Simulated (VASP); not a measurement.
# Bi (Im-3m) in VASP: further runs, part 2 of 2

VASP 6.6.1.

**3. Electric field gradients, B3LYP+D4**

Contents of POSCAR:

```
Bi
1.0
   -1.9814305318      1.9814305318      1.9814305318
    1.9814305318     -1.9814305318      1.9814305318
    1.9814305318      1.9814305318     -1.9814305318
Bi
1
Direct
    0.0000000000      0.0000000000      0.0000000000
```

Contents of INCAR.step1:

```
SYSTEM = Bi
PREC = Accurate
ENCUT = 550
ISMEAR = -1
SIGMA = 0.1
LREAL = .FALSE.
LASPH = .TRUE.
NELM = 80
ALGO = Normal
ISIF = 2
LWAVE = .TRUE.
LCHARG = .FALSE.
NELMDL = -8
GGA = PE
EDIFF = 1E-5
```

Contents of INCAR.step2:

```
SYSTEM = Bi
PREC = Accurate
ENCUT = 550
EDIFF = 1E-8
ISMEAR = -1
SIGMA = 0.1
LREAL = .FALSE.
LASPH = .TRUE.
NELM = 80
ALGO = Normal
ISIF = 2
LWAVE = .FALSE.
LCHARG = .FALSE.
GGA = B3
LHFCALC = .TRUE.
AEXX = 0.2
AGGAX = 0.72
AGGAC = 0.81
ALDAC = 0.19
PRECFOCK = Normal
IVDW = 13
LEFG = .TRUE.
NELMDL = -8
ISTART = 1
```

Contents of KPOINTS:

```
Automatic mesh
0
G
  5 5 5
  0 0 0
```

Potentials or basis: VASP PAW PBE potentials, release 64 (Bi_d_GW).

Run with:

```
$ cat potpaw_PBE.64/Bi_d_GW/POTCAR > POTCAR
$ cp INCAR.step1 INCAR
$ mpirun -np 1 vasp_std > vasp.out
$ cp INCAR.step2 INCAR
$ mpirun -np 1 vasp_std > vasp.out
```

OUTCAR:

```text
SYSTEM = Bi
   PREC = Accurate
   ENCUT = 550
   EDIFF = 1E-8
   ISMEAR = -1
   LREAL = .FALSE.
   LASPH = .TRUE.
   NELM = 80
   ISIF = 2
   GGA = B3
   LHFCALC = .TRUE.
   AEXX = 0.2
   PRECFOCK = Normal
   IVDW = 13
   NELMDL = -8
   ISTART = 1

 ion  position               nearest neighbor table
   1  0.000  0.000  0.000-

  LATTYP: Found a body centered cubic cell.
 ALAT       =     3.9628610636

  Lattice vectors:

 A1 = (  -1.9814305318,   1.9814305318,   1.9814305318)
 A2 = (   1.9814305318,  -1.9814305318,   1.9814305318)
 A3 = (   1.9814305318,   1.9814305318,  -1.9814305318)

Analysis of symmetry for initial positions (statically):
=====================================================================
 Subroutine PRICEL returns:
 Original cell was already a primitive cell.

 Routine SETGRP: Setting up the symmetry group for a
 body centered cubic supercell.

 Subroutine GETGRP returns: Found 48 space group operations
 (whereof 48 operations were pure point group operations)
 out of a pool of 48 trial point group operations.

The static configuration has the point symmetry O_h .

Analysis of symmetry for dynamics (positions and initial velocities):
=====================================================================
 Subroutine PRICEL returns:
 Original cell was already a primitive cell.

 Routine SETGRP: Setting up the symmetry group for a
 body centered cubic supercell.

 Subroutine GETGRP returns: Found 48 space group operations
 (whereof 48 operations were pure point group operations)
 out of a pool of 48 trial point group operations.

The dynamic configuration has the point symmetry O_h .

 Subroutine INISYM returns: Found 48 space group operations
 (whereof 48 operations are pure point group operations),
 and found     1 'primitive' translations

----------------------------------------------------------------------------------------

                                     Primitive cell

  volume of cell :      31.1169

  direct lattice vectors                    reciprocal lattice vectors
    -1.981430532  1.981430532  1.981430532     0.000000000  0.252342937  0.252342937
     1.981430532 -1.981430532  1.981430532     0.252342937  0.000000000  0.252342937
     1.981430532  1.981430532 -1.981430532     0.252342937  0.252342937  0.000000000

  length of vectors
     3.431938353  3.431938353  3.431938353     0.356866804  0.356866804  0.356866804

  position of ions in fractional coordinates (direct lattice)
     0.000000000  0.000000000  0.000000000

  ion indices of the primitive-cell ions
   primitive index   ion index
                 1           1

----------------------------------------------------------------------------------------

 KPOINTS: Automatic mesh

Automatic generation of k-mesh.
 Grid dimensions read from file:
 generate k-points for:    5    5    5

 Generating k-lattice:

  Cartesian coordinates                     Fractional coordinates (reciprocal lattice)
     0.000000000  0.050468587  0.050468587     0.200000000  0.000000000  0.000000000
     0.050468587  0.000000000  0.050468587     0.000000000  0.200000000  0.000000000
     0.050468587  0.050468587  0.000000000     0.000000000  0.000000000  0.200000000

[... 68 lines left out ...]
   PRECFOCK=normal    Normal, Fast or Accurate (Low or Medium for compatibility)
   ENCUT4O =  -1.0   cutoff for four orbital integrals eV
   NKREDX  =     1    reduce k-point grid by
   NKREDY  =     1    reduce k-point grid by
   NKREDZ  =     1    reduce k-point grid by
   AEXX    =    0.2000 exact exchange contribution
   HFSCREEN=    0.0000 screening length (either q_TF or 0.3 A-1)
   HFSCREENC=   0.0000 screening length for correlation (either q_TF or 0.3 A-1)
   ENCUTFOCK=  -1.0 apply spherical cutoff to Coloumb kernel
   IVDW    =    13    specifies the selected vdW correction
   LEPSILON=     F    determine dielectric tensor
   LRPA    =     F    only Hartree local field effects (RPA)
 non-spin polarized calculation
  energy-cutoff  :      550.00
  volume of cell :       31.12
 maximum number of plane-waves:       935
 NGX is ok and might be reduce to    28
  NGX = 20; NGY = 20; NGZ = 20

 number of electron      16.9999994 magnetization

 Free energy of the ion-electron system (eV)
  ---------------------------------------------------
  ext. energy  EPLUGINS =         0.00000000
  ---------------------------------------------------
  free energy    TOTEN  =        -3.88171713 eV

  energy without entropy =       -3.86410311  energy(sigma->0) =       -3.87291012

 E-fermi :   4.5098     XC(G=0):  -8.2515

 val. band max:        4.3123024375   @ k =  -0.4000   0.4000   0.2000
 cond. band min:       4.8294308280   @ k =  -0.2000   0.2000   0.2000
 fundamental gap:      0.5171283904
 Fermi energy:         4.5097944160

 k-point     1 :       0.0000    0.0000    0.0000
  band No.  band energies     occupation
      1    -153.8757      2.00000
      2     -20.7475      2.00000
      3     -20.7475      2.00000
      4     -20.7475      2.00000
      5     -20.6060      2.00000
      6     -20.6060      2.00000
      7     -10.7190      2.00000
      8      10.1104      0.00000
      9      10.1104      0.00000
     10      10.1104      0.00000
     11      14.7536      0.00000
     12      15.9527      0.00000
[... 121 lines left out ...]
 k-point    10 :      -0.4000    0.4000    0.4000
  band No.  band energies     occupation
      1    -153.8755      2.00000
      2     -20.7424      2.00000
      3     -20.7290      2.00000
      4     -20.5673      2.00000
      5     -20.5673      2.00000
      6     -20.5622      2.00000
      7      -5.7226      2.00000
      8       1.7247      2.00000
      9       2.4407      2.00000
     10       2.4407      2.00000
     11       9.0665      0.00000
     12      10.8354      0.00000

------------------------ aborting loop because EDIFF is reached ----------------------------------------

  DFT-D4 for vdW energy calculation

  Edisp (eV):   -0.90488

  FORCE on cell =-STRESS in cart. coord.  units (eV):
  Direction    XX          YY          ZZ          XY          YZ          ZX
  --------------------------------------------------------------------------------------
  -------------------------------------------------------------------------------------
  Total      -0.49511    -0.49511    -0.49511     0.00000     0.00000     0.00000
  in kB     -25.49261   -25.49261   -25.49261     0.00000     0.00000     0.00000
  external pressure =      -25.49 kB  Pullay stress =        0.00 kB

 VOLUME and BASIS-vectors are now :
 -----------------------------------------------------------------------------
  energy-cutoff  :      550.00
  volume of cell :       31.12
      direct lattice vectors                 reciprocal lattice vectors
    -1.981430532  1.981430532  1.981430532     0.000000000  0.252342937  0.252342937
     1.981430532 -1.981430532  1.981430532     0.252342937  0.000000000  0.252342937
     1.981430532  1.981430532 -1.981430532     0.252342937  0.252342937  0.000000000

 POSITION                                       TOTAL-FORCE (eV/Angst)
 -----------------------------------------------------------------------------------
      0.00000      0.00000      0.00000         0.000000      0.000000      0.000000
 -----------------------------------------------------------------------------------
    total drift:                                0.000000      0.000000     -0.000000

  FREE ENERGIE OF THE ION-ELECTRON SYSTEM (eV)
  ---------------------------------------------------
  free  energy   TOTEN  =        -4.7866003763 eV

  energy  without entropy=       -4.7689863582  energy(sigma->0) =       -4.77779337

 Electric field gradients (V/A^2)
---------------------------------------------------------------------
 ion       V_xx      V_yy      V_zz      V_xy      V_xz      V_yz
---------------------------------------------------------------------
   1       0.000    -0.000    -0.000     0.001     0.001     0.001
---------------------------------------------------------------------

 Electric field gradients after diagonalization (V/A^2)
 (convention: |V_zz| > |V_xx| > |V_yy|)
----------------------------------------------------------------------
 ion       V_xx      V_yy      V_zz     asymmetry (V_yy - V_xx)/ V_zz
----------------------------------------------------------------------
   1      -0.001    -0.001     0.001       0.067
----------------------------------------------------------------------

           NMR quadrupolar parameters

 Cq : quadrupolar parameter    Cq=e*Q*V_zz/h
 eta: asymmetry parameters     (V_yy - V_xx)/ V_zz
 Q  : nuclear electric quadrupole moment in mb (millibarn)
----------------------------------------------------------------------
 ion       Cq(MHz)       eta       Q (mb)
----------------------------------------------------------------------
   1       0.000       0.067       1.000
----------------------------------------------------------------------
```

Wall time 8.7 min (1 thread of Intel Xeon 6975P-C (Granite Rapids), shared host); peak memory 0.19 GiB.

Results:

```
Free energy                : -4.7866 eV
Pressure                   : -2.5 GPa
Band gap on the k mesh     : none (metal or under the smearing width)
Dispersion energy per atom : -0.905 eV
```

Levels at points of the mesh, in eV from the Fermi level:
```csv
k point,band 4,band 5,band 6,band 7,band 8,band 9,band 10,band 11,band 12
"(0.00, 0.00, 0.00)",-25.26,-25.12,-25.12,-15.23,5.60,5.60,5.60,10.24,11.44
```

Electric field gradients, principal values (V/Å²):
| atom | Vxx | Vyy | Vzz |
| --- | --- | --- | --- |
| 1 Bi | -0.001 | -0.001 | 0.001 |

Caveat: the k mesh is coarse (spacing up to 0.45 Å⁻¹), so the values aren't converged, least of all with exact exchange; the PAW data sets were made with another functional, which shifts forces and pressure a little; spin-orbit coupling is left out, which moves the levels of the heavy elements; pairwise dispersion overbinds metals, which lowers pressure and volume.
